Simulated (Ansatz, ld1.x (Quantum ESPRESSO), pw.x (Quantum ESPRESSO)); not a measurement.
## What a changed setting does to a pw.x run (fcc Se)

Potential: PAW, ld1.x (Quantum ESPRESSO) 7.5, PBE; core [Ar] 3d10, reference 4s2 4p4; waves: 4s (bound): rcut 1.45, rcutus 1.60 bohr; 4s channel at -0.85 Ry: rcut 1.45, rcutus 1.60 bohr; 4p (bound): rcut 1.60, rcutus 1.90 bohr; 4p channel at 0.45 Ry: rcut 1.60, rcutus 1.90 bohr; 4d channel at -0.15 Ry: rcut 1.50, rcutus 2.05 bohr; 4d channel at 2.5 Ry: rcut 1.50, rcutus 2.05 bohr; local part: all-electron potential smoothed inside 1.60 bohr (lloc = -1); core correction: a·sin(br)/r model core inside 1.26 bohr; augmentation: PSQ, inside the norm-conserving radii.

The reference run (k-mesh 13³, cutoffs 40/320 Ry, Fermi–Dirac 0.01 Ry, mixing_beta 0.4, conv_thr 1e-9, no spin) gives 0.26 GPa at 20.415 Å³/atom, where all-electron LAPW gives 0.17 GPa. This run, with its own iteration cap, changes conv_thr to 1e-06.

```
&control
  calculation='scf', prefix='x', pseudo_dir='./', outdir='./tmp', tstress=.true., disk_io='none'
/
&system
  ibrav=0, nat=1, ntyp=1, ecutwfc=40, ecutrho=320, nbnd=10,
  occupations='smearing', smearing='fd', degauss=0.01
/
&electrons
  conv_thr=1e-06, mixing_beta=0.4, electron_maxstep=50
/
ATOMIC_SPECIES
Se 1.0 Se.UPF
CELL_PARAMETERS angstrom
  0.00000000 2.16923430 2.16923430
  2.16923430 0.00000000 2.16923430
  2.16923430 2.16923430 0.00000000
ATOMIC_POSITIONS crystal
Se 0.0000 0.0000 0.0000
K_POINTS automatic
13 13 13 0 0 0
```

```bash
pw.x < Se.scf.in > Se.scf.out
```

Problem. How does the run end?

Solution. It converges in 4 iterations; the free energy moves by +0.0 meV/atom and the pressure by -0.02 GPa. The result is that of the reference run.

```
Message from routine setup:
     using ibrav=0 with symmetry is DISCOURAGED, use correct ibrav instead
     lattice parameter (alat)  =       5.7972  a.u.
     unit-cell volume          =     137.7672 (a.u.)^3
     number of electrons       =         6.00
     number of Kohn-Sham states=           10
     kinetic-energy cutoff     =      40.0000  Ry
     charge density cutoff     =     320.0000  Ry
     scf convergence threshold =      1.0E-06
     Exchange-correlation= SLA  PW   PBX  PBC
     number of k points=    84  Fermi-Dirac smearing, width (Ry)=  0.0100
     iteration #  1     ecut=    40.00 Ry     beta= 0.40
     total energy              =    -189.27357596 Ry
     estimated scf accuracy    <       0.00114305 Ry
     iteration #  2     ecut=    40.00 Ry     beta= 0.40
     total energy              =    -189.27354686 Ry
     estimated scf accuracy    <       0.00028493 Ry
     iteration #  3     ecut=    40.00 Ry     beta= 0.40
     total energy              =    -189.27357369 Ry
     estimated scf accuracy    <       0.00000340 Ry
     iteration #  4     ecut=    40.00 Ry     beta= 0.40
     the Fermi energy is     8.2008 ev
!    total energy              =    -189.27357410 Ry
     estimated scf accuracy    <       0.00000001 Ry
     smearing contrib. (-TS)   =      -0.00403960 Ry
     The total energy is F=E-TS. E is the sum of the following terms:
     one-electron contribution =       5.86964286 Ry
     hartree contribution      =       0.79578796 Ry
     xc contribution           =      -8.39262995 Ry
     ewald contribution        =     -20.13230265 Ry
     one-center paw contrib.   =    -167.41003272 Ry
     convergence has been achieved in   4 iterations
          total   stress  (Ry/bohr**3)                   (kbar)     P=        2.42
     Message from routine punch:
     Nothing written, as per user request (disk_io='none')
```

The run took about 5.2 s on one core of a shared host (Neoverse-V2, 32 threads, 247 GiB, load 33).
